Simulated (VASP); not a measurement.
Set up this calculation in VASP 6.6.1, as the native input.

- Task: relaxation of cell and atoms
- Functional: r2SCAN
- Potentials or basis: VASP PAW PBE potentials, release 64 (Si)
- Cutoff: 600 eV
- k mesh: 16 × 16 × 16
- Occupations: methfessel-paxton, width 0.1 eV
- Spin: no spin polarisation
- Further INCAR settings: ALGO = Normal; EDIFF = 1e-06; IBRION = 2; EDIFFG = -0.01; NSW = 90; ISIF = 3

The structure of Si lies in POSCAR:

```
Si
1.0
    0.0000000000      1.9108305400      1.9108305400
    1.9108305400      0.0000000000      1.9108305400
    1.9108305400      1.9108305400      0.0000000000
Si
1
Direct
    0.0000000000      0.0000000000      0.0000000000
```

The cell was built by a generator and needn't be a form met in nature.

These files were run (other wordings do the same):

INCAR

```
  PREC = Accurate
  ENCUT = 600
  EDIFF = 1E-6
  ISMEAR = 1
  SIGMA = 0.1
  LREAL = False
  LASPH = True
  NELM = 80
  ALGO = Normal
  ISIF = 3
  LWAVE = False
  LCHARG = False
  METAGGA = R2SCAN
  LMIXTAU = True
  IBRION = 2
  NSW = 90
  EDIFFG = -0.01
```

KPOINTS

```
Automatic mesh
0
Gamma
  16 16 16
```

Potentials or basis: VASP PAW PBE potentials, release 64 (Si).

Launch:

```console
$ cat potpaw_PBE.64/Si/POTCAR > POTCAR
$ mpirun -np 1 vasp_std > vasp.out
```

It gave:

```
Relaxed volume                         : 13.84 Å³/atom
Relaxed cell                           : a = 2.695 Å, b = 2.695 Å, c = 2.695 Å, α = 60.00°, β = 60.00°, γ = 60.00°
Space group after relaxing (to 0.05 Å) : Fm-3m (No. 225)
Energy gained by relaxing              : 0.3 meV/atom
Ionic steps                            : 3
Pressure after relaxing                : -0.1 GPa
Band gap on the k mesh                 : none (metal or under the smearing width)
```

Caveat: the PAW data sets were made with another functional, which shifts forces and pressure a little.

Run time: 74 s on 1 thread of Intel(R) Xeon(R) Platinum 8488C (Sapphire Rapids), with other jobs on the host, peak memory 0.14 GiB.
